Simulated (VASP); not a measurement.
# Sb (Pm-3m) in VASP: relaxation of cell and atoms with PBE

Aim: the relaxation of cell and atoms of Sb with PBE.

Everything below comes from runs of VASP 6.6.1. Logs are shortened: lines on timing, memory, paths and dates and some standing lists are left out, and cuts for length are marked.

### 1 The crystal as given

The structure is cubic, space group Pm-3m (No. 221). Conventional cell: a = 4.578 Å, b = 4.578 Å, c = 4.578 Å, α = 90.00°, β = 90.00°, γ = 90.00°. Sb (site symmetry 4/mmm) has 8 Sb at 3.24 Å as nearest neighbours.

The cell was built by a generator and needn't be a form met in nature.

### 2 Relaxation of cell and atoms, PBE

The input, INCAR:

```
  PREC = Accurate
  ENCUT = 600
  EDIFF = 1E-6
  ISMEAR = 0
  SIGMA = 0.05
  LREAL = False
  LASPH = True
  NELM = 80
  ALGO = Normal
  ISIF = 3
  LWAVE = False
  LCHARG = False
  GGA = PE
  IBRION = 2
  NSW = 60
  EDIFFG = -0.005
```

The input, KPOINTS:

```
Automatic mesh
0
Gamma
  6 6 6
```

The input, POSCAR:

```
Sb
1.0
    4.5784500000      0.0000000000      0.0000000000
    0.0000000000      4.5784500000      0.0000000000
    0.0000000000      0.0000000000      4.5784500000
Sb
3
Direct
    0.5000000000      0.5000000000      0.0000000000
    0.5000000000      0.0000000000      0.5000000000
    0.0000000000      0.5000000000      0.5000000000
```

Potentials or basis: VASP PAW PBE potentials, release 64 (Sb).

On the command line:

```console
$ cat potpaw_PBE.64/Sb/POTCAR > POTCAR
$ mpirun -np 1 vasp_std > vasp.out
```

OUTCAR:

```text
PREC = Accurate
   ENCUT = 600
   EDIFF = 1E-6
   ISMEAR = 0
   LREAL = False
   LASPH = True
   NELM = 80
   ISIF = 3
   GGA = PE
   IBRION = 2
   NSW = 60
   EDIFFG = -0.005

 ion  position               nearest neighbor table
   1  0.500  0.500  0.000-   2 3.24   3 3.24   2 3.24   3 3.24   2 3.24   2 3.24   3 3.24   3 3.24

   2  0.500  0.000  0.500-   1 3.24   3 3.24   1 3.24   1 3.24   3 3.24   1 3.24   3 3.24   3 3.24

   3  0.000  0.500  0.500-   1 3.24   2 3.24   1 3.24   2 3.24   1 3.24   2 3.24   1 3.24   2 3.24

  LATTYP: Found a simple cubic cell.
 ALAT       =     4.5784500000

  Lattice vectors:

 A1 = (   4.5784500000,   0.0000000000,   0.0000000000)
 A2 = (   0.0000000000,   4.5784500000,   0.0000000000)
 A3 = (   0.0000000000,   0.0000000000,   4.5784500000)

Analysis of symmetry for initial positions (statically):
=====================================================================
 Subroutine PRICEL returns:
 Original cell was already a primitive cell.

 Routine SETGRP: Setting up the symmetry group for a
 simple cubic supercell.

 Subroutine GETGRP returns: Found 48 space group operations
 (whereof 48 operations were pure point group operations)
 out of a pool of 48 trial point group operations.

The static configuration has the point symmetry O_h .

Analysis of symmetry for dynamics (positions and initial velocities):
=====================================================================
 Subroutine PRICEL returns:
 Original cell was already a primitive cell.

 Routine SETGRP: Setting up the symmetry group for a
 simple cubic supercell.

 Subroutine GETGRP returns: Found 48 space group operations
 (whereof 48 operations were pure point group operations)
 out of a pool of 48 trial point group operations.

The dynamic configuration has the point symmetry O_h .

 Subroutine INISYM returns: Found 48 space group operations
 (whereof 48 operations are pure point group operations),
 and found     1 'primitive' translations

----------------------------------------------------------------------------------------

                                     Primitive cell

  volume of cell :      95.9744

  direct lattice vectors                    reciprocal lattice vectors
     4.578450000  0.000000000  0.000000000     0.218414529  0.000000000  0.000000000
     0.000000000  4.578450000  0.000000000     0.000000000  0.218414529  0.000000000
     0.000000000  0.000000000  4.578450000     0.000000000  0.000000000  0.218414529

  length of vectors
     4.578450000  4.578450000  4.578450000     0.218414529  0.218414529  0.218414529

  position of ions in fractional coordinates (direct lattice)
     0.500000000  0.500000000  0.000000000
     0.500000000  0.000000000  0.500000000
     0.000000000  0.500000000  0.500000000

  ion indices of the primitive-cell ions
   primitive index   ion index
                 1           1
                 2           2
                 3           3

----------------------------------------------------------------------------------------

 KPOINTS: Automatic mesh

Automatic generation of k-mesh.
 Grid dimensions read from file:
 generate k-points for:    6    6    6

 Generating k-lattice:

  Cartesian coordinates                     Fractional coordinates (reciprocal lattice)
     0.036402421  0.000000000  0.000000000     0.166666667  0.000000000  0.000000000
     0.000000000  0.036402421  0.000000000     0.000000000  0.166666667  0.000000000
     0.000000000  0.000000000  0.036402421     0.000000000  0.000000000  0.166666667

[... 64 lines left out ...]
   EMIN   =  10.00;   EMAX   =-10.00  energy-range for DOS
   EFERMI =   0.00;   METHOD = LEGACY
   ISMEAR =     0;   SIGMA  =   0.05  broadening in eV -4-tet -1-fermi 0-gaus
   EFERMI_NEDOS =   21; number of points for ismear=-14 and -15
   IALGO  =     38    algorithm
   IMIX   =      4    mixing-type and parameters
     AMIX     =   0.40;   BMIX     =  1.00
     AMIX_MAG =   1.60;   BMIX_MAG =  1.00
  volume/ion in A,a.u.               =      31.99       215.89
  Fermi-wavevector in a.u.,A,eV,Ry     =   0.881834  1.666424 10.580312  0.777631
  Thomas-Fermi vector in A             =   2.002384
   LORBIT       =      0    0 simple, 1 ext, 2 COOP (PROOUT), +10 PAW based schemes
   GGA     = PE    functional components
   LHFCALC =     F    Hartree Fock is set to
   AEXX    =    0.0000 exact exchange contribution
   IVDW    =     0    specifies the selected vdW correction
   LEPSILON=     F    determine dielectric tensor
   LRPA    =     F    only Hartree local field effects (RPA)
 conjugate gradient relaxation of ions
 non-spin polarized calculation
 Gauss-broadening in eV      SIGMA  =   0.05
  energy-cutoff  :      600.00
  volume of cell :       95.97
 maximum number of plane-waves:      3220
 NGX is ok and might be reduce to    40
   NGX = 19   NGY = 19   NGZ = 19

--------------------------------------- Ionic step        1  -------------------------------------------

 number of electron      15.0000000 magnetization

 Free energy of the ion-electron system (eV)
  ---------------------------------------------------
  ext. energy  EPLUGINS =         0.00000000
  ---------------------------------------------------
  free energy    TOTEN  =       -11.62067042 eV

  energy without entropy =      -11.61213788  energy(sigma->0) =      -11.61640415

------------------------ aborting loop because EDIFF is reached ----------------------------------------

  FORCE on cell =-STRESS in cart. coord.  units (eV):
  Direction    XX          YY          ZZ          XY          YZ          ZX
  --------------------------------------------------------------------------------------
  -------------------------------------------------------------------------------------
  Total        0.0315947      0.0315947      0.0315947      0.0000000      0.0000000      0.0000000
  in kB        0.5274352      0.5274352      0.5274352      0.0000000      0.0000000      0.0000000
  external PRESSURE =       0.5274352 kB  Pullay stress =       0.0000000 kB

 VOLUME and BASIS-vectors are now :
 -----------------------------------------------------------------------------
  energy-cutoff  :      600.00
  volume of cell :       95.97
      direct lattice vectors                 reciprocal lattice vectors
     4.578450000  0.000000000  0.000000000     0.218414529  0.000000000  0.000000000
     0.000000000  4.578450000  0.000000000     0.000000000  0.218414529  0.000000000
     0.000000000  0.000000000  4.578450000     0.000000000  0.000000000  0.218414529

 POSITION                                       TOTAL-FORCE (eV/Angst)
 -----------------------------------------------------------------------------------
      2.28923      2.28923      0.00000         0.000000      0.000000      0.000000
      2.28923      0.00000      2.28923         0.000000      0.000000      0.000000
      0.00000      2.28923      2.28923         0.000000      0.000000      0.000000
 -----------------------------------------------------------------------------------
    total drift:                                0.000000     -0.000000     -0.000000

  FREE ENERGIE OF THE ION-ELECTRON SYSTEM (eV)
  ---------------------------------------------------
  free  energy   TOTEN  =       -11.6206704241 eV

  energy  without entropy=      -11.6121378762  energy(sigma->0) =      -11.61640415

--------------------------------------- Ionic step        2  -------------------------------------------

 number of electron      15.0000000 magnetization

 Free energy of the ion-electron system (eV)
  ---------------------------------------------------
  ext. energy  EPLUGINS =         0.00000000
  ---------------------------------------------------
  free energy    TOTEN  =       -11.62068494 eV

  energy without entropy =      -11.61217860  energy(sigma->0) =      -11.61643177

 E-fermi :   6.2619     XC(G=0):  -9.2252

 val. band max:        6.2414285727   @ k =   0.5000   0.1667   0.1667
 cond. band min:       6.2686881134   @ k =   0.3333   0.1667   0.0000
 fundamental gap:      0.0272595408
 Fermi energy:         6.2618976832

 k-point     1 :       0.0000    0.0000    0.0000
  band No.  band energies     occupation
      1      -5.9150      2.00000
      2      -0.4911      2.00000
      3      -0.4911      2.00000
      4       2.4843      2.00000
      5       2.4843      2.00000
      6       2.4843      2.00000
      7       7.7551      0.00000
      8       7.7551      0.00000
      9       7.7551      0.00000
     10       8.1490      0.00000
     11      10.1951      0.00000
[... 253 lines left out ...]
 k-point    20 :       0.5000    0.5000    0.5000
  band No.  band energies     occupation
      1      -2.4753      2.00000
      2      -2.4753      2.00000
      3      -2.4753      2.00000
      4       0.1592      2.00000
      5       2.2908      2.00000
      6       2.2908      2.00000
      7       2.2908      2.00000
      8       8.4083      0.00000
      9      10.9161      0.00000
     10      10.9161      0.00000
     11      11.5819      0.00000

------------------------ aborting loop because EDIFF is reached ----------------------------------------

  FORCE on cell =-STRESS in cart. coord.  units (eV):
  Direction    XX          YY          ZZ          XY          YZ          ZX
  --------------------------------------------------------------------------------------
  -------------------------------------------------------------------------------------
  Total       -0.0073259     -0.0073259     -0.0073259     -0.0000000      0.0000000     -0.0000000
  in kB       -0.1221107     -0.1221107     -0.1221107     -0.0000000      0.0000000     -0.0000000
  external PRESSURE =      -0.1221107 kB  Pullay stress =       0.0000000 kB

 VOLUME and BASIS-vectors are now :
 -----------------------------------------------------------------------------
  energy-cutoff  :      600.00
  volume of cell :       96.12
      direct lattice vectors                 reciprocal lattice vectors
     4.580776175  0.000000000  0.000000000     0.218303615 -0.000000000  0.000000000
     0.000000000  4.580776175  0.000000000    -0.000000000  0.218303615 -0.000000000
     0.000000000  0.000000000  4.580776175    -0.000000000 -0.000000000  0.218303615

 POSITION                                       TOTAL-FORCE (eV/Angst)
 -----------------------------------------------------------------------------------
      2.29039      2.29039      0.00000         0.000000      0.000000      0.000000
      2.29039      0.00000      2.29039         0.000000     -0.000000      0.000000
      0.00000      2.29039      2.29039        -0.000000      0.000000      0.000000
 -----------------------------------------------------------------------------------
    total drift:                                0.000000     -0.000000     -0.000000

  FREE ENERGIE OF THE ION-ELECTRON SYSTEM (eV)
  ---------------------------------------------------
  free  energy   TOTEN  =       -11.6206849420 eV

  energy  without entropy=      -11.6121786005  energy(sigma->0) =      -11.61643177

 reached required accuracy - stopping structural energy minimisation
```

It took 58 s on 1 thread of AMD EPYC 7R43 (Zen 3), shared host; peak memory 0.21 GiB.

What came out:

- Free energy: -11.6207 eV
- Relaxed volume: 32.04 Å³/atom
- Relaxed cell: a = 4.581 Å, b = 4.581 Å, c = 4.581 Å, α = 90.00°, β = 90.00°, γ = 90.00°
- Space group after relaxing (to 0.05 Å): Pm-3m (No. 221)
- Energy gained by relaxing: 0.0 meV/atom
- Ionic steps: 2
- Pressure after relaxing: 0.0 GPa
- Band gap on the k mesh: none (metal or under the smearing width)

Final structure:
```
Sb
1.0
     4.58078    0.00000    0.00000
     0.00000    4.58078    0.00000
     0.00000    0.00000    4.58078
Sb
3
Direct
  0.50000 0.50000 0.00000
  0.50000 0.00000 0.50000
  0.00000 0.50000 0.50000
```

Spin-orbit coupling is left out, which matters for the levels of Sb.
